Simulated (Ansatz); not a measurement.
Computed with DFT PBE, scalar-relativistic, plane waves, PAW in Ansatz 0.2.0. Settings: cutoff 420 eV, Γ-centred meshes spaced at most about 0.3 Å⁻¹, and about 0.25 Å⁻¹ or finer for metals (2π included), Gaussian smearing. No spin polarisation.

Temperature and zero-point effects are left out.

Two forms of ZnSn2N2 were relaxed alike.

A. Space group P-4m2 (No. 115), tetragonal, a = 3.350 Å, c = 8.084 Å. Around Zn lie 4 N at 2.04 Å; around Sn lie 2 N at 2.12 Å; around N lie 2 Zn at 2.04 Å and 2 Sn at 2.12 Å.

B. Space group Pm (No. 6), monoclinic, a = 5.323 Å, b = 6.730 Å, c = 5.770 Å, β = 115.3°. Zn on its first site is surrounded by 3 N at 2.11–2.19 Å and 1 Sn at 2.66 Å; around Zn on its second site lie 1 N at 1.93 Å and 1 Sn at 2.69 Å; Sn on a site of symmetry m is surrounded by 3 N at 2.15 Å and 1 Zn at 2.66 Å; Sn on a second site of symmetry m is surrounded by 3 N at 2.14–2.17 Å and 1 Zn at 2.69 Å; N on a site of symmetry m has 1 Zn at 2.11 Å and 3 Sn at 2.15–2.19 Å; 3 more sites not described.

**Question.** Which would you expect to be lower, and how large is the difference?

**Answer.** A is lower, by 35 meV/atom. A has space group P-4m2 (No. 115), 18.1 Å³/atom and no gap on its mesh; B has space group Pm (No. 6), 18.7 Å³/atom and a gap of 0.22 eV. Counting N atoms around Sn and Zn (those within 1.25 times the shortest such distance or 1.15 times the sum of covalent radii; a slash parts the counts of unlike sites), A has Zn 4, Sn 2 and B has Zn 1/3, Sn 3. Even the lower one lies +0.28 eV/atom against the reference forms of the elements (uncorrected), so neither is stable at this level. Origin: A, reached from a Materials Project cell; B, invented, then shaken at random and relaxed again. Shaken at random and relaxed again, A falls into a cell with space group C2 (No. 5), 30 meV/atom lower and the lowest form computed, so it is a saddle point or a shallow minimum.

Kohn–Sham gaps at this level usually fall short of measured ones. The zero gap of P-4m2 may come from the functional, which often closes small gaps. Cells without such a test can be saddle points. Some candidate types were left out of the draw beforehand, so a known form may be missing.
